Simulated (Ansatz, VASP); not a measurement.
## PtS2 in VASP and in Ansatz

Contents of INCAR:

```
PREC = Accurate
ENCUT = 520
EDIFF = 1E-7
ISMEAR = 0
SIGMA = 0.05
LREAL = False
LASPH = True
NELM = 60
ALGO = Normal
ISIF = 2
LWAVE = False
LCHARG = False
GGA = PE
NBANDS = 18
```

The input KPOINTS:

```
regular mesh
0
Gamma
  12 12 8
```

The input POSCAR:

```
PtS2
1.0
    3.4546194889      0.0000000000      0.0000000000
   -1.7273097444      2.9917882378      0.0000000000
    0.0000000000      0.0000000000      5.2907400000
Pt S
1 2
Direct
    0.0000000000      0.0000000000      0.0000000000
    0.3333333333      0.6666666667      0.2500000000
    0.6666666667      0.3333333333      0.7500000000
```

Input for Ansatz:

```yaml
crystal:
  lattice:
    - [3.4546194889, 0.0, 0.0]
    - [-1.7273097444, 2.9917882378, 0.0]
    - [0.0, 0.0, 5.29074]
  atoms:
    - { symbol: Pt, position: [0.0, 0.0, 0.0] }
    - { symbol: S, position: [0.3333333333, 0.6666666667, 0.25] }
    - { symbol: S, position: [0.6666666667, 0.3333333333, 0.75] }
basis:
  ecutwfc: 420
kpoints:
  mp_grid: { grid: [12, 12, 8] }
hamiltonian:
  xc: pbe
scf:
  occupations: { method: gaussian, width: 0.05 }
output:
  forces: true
  stress: true
  eigenvalues: true
```

Change from the starting cell: strain -0.025 along x and y, +0.050 along z, atoms carried along.

Alike in both runs: task single point; functional PBE; k mesh 12 × 12 × 8; occupations gaussian, width 0.05 eV; no spin polarisation.

|  | VASP | Ansatz |
| --- | --- | --- |
| version | VASP 6.6.1 | Ansatz 0.2.0 |
| potentials or method | VASP PAW PBE potentials, release 64 (Pt, S) | scalar-relativistic, plane waves, PAW |
| plane-wave cutoff (eV) | 520 | 420 |
| valence electrons in the cell | 22 | 30 |

|  | VASP | Ansatz | Ansatz less VASP |
| --- | --- | --- | --- |
| gap on the k mesh at the Fermi level (eV) | 0.75 | 0.75 | -0.005 |
| least direct gap on the mesh (eV) | 0.94 | 0.94 | -0.003 |
| pressure (GPa) | 4.6 | 5.0 | +0.47 |
| largest component of the traceless stress (GPa) | 5.45 | 5.56 | +0.106 |
| rms of the force components (eV/Å) | 0.253 | 0.234 | -0.0199 |

Atom by atom the forces differ by 0.020 eV/Å (rms over components). With one functional, cell and mesh, what is left measures potentials, basis and numerics. The two sets of potentials don't hold the same shells in valence.

Caveats: spin-orbit coupling is left out, which moves the levels of the heavy elements; the cell's inner coordinates are idealised or old, which leaves forces on the atoms. A k mesh can miss the band edges.
